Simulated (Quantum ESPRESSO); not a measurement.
## GaN: equation of state with PBE

The system is GaN.

```
Ga N
1.0
     0.00000    2.13524    2.13524
     2.13524    0.00000    2.13524
     2.13524    2.13524    0.00000
Ga N
1 1
Direct
  0.00000 0.00000 0.00000
  0.50000 0.50000 0.50000
```

Measurements of this composition are mostly on another form, of space group No. 186.

```
Program             : Quantum ESPRESSO 7.5
Task                : equation of state
Functional          : PBE
Potentials or basis : SSSP 1.3 efficiency PBE
Cutoff              : 952 eV
Density cutoff      : 7619 eV
k mesh              : 11 × 11 × 11
Occupations         : fermi-dirac, width 0.05 eV
Spin                : no spin polarisation
Mixing beta         : 0.5
Most SCF iterations : 120
SCF threshold       : 4e-10 Ry
```

```yaml
Equilibrium_volume: 9.74 Å³/atom
Bulk_modulus: 209 GPa
Pressure_derivative_of_the_bulk_modulus: 4.8
```

Energy against volume, from the lowest point:
| volume (Å³/atom) | energy (meV/atom) |
| --- | --- |
| 9.151 | 25.80 |
| 9.346 | 11.03 |
| 9.540 | 2.66 |
| 9.735 | 0.00 |
| 9.930 | 2.42 |
| 10.124 | 9.35 |
| 10.319 | 20.31 |

All runs of the series together: 2.5 min on 1 thread of AMD EPYC 9R45 96-Core Processor (Zen 5) (shared host).
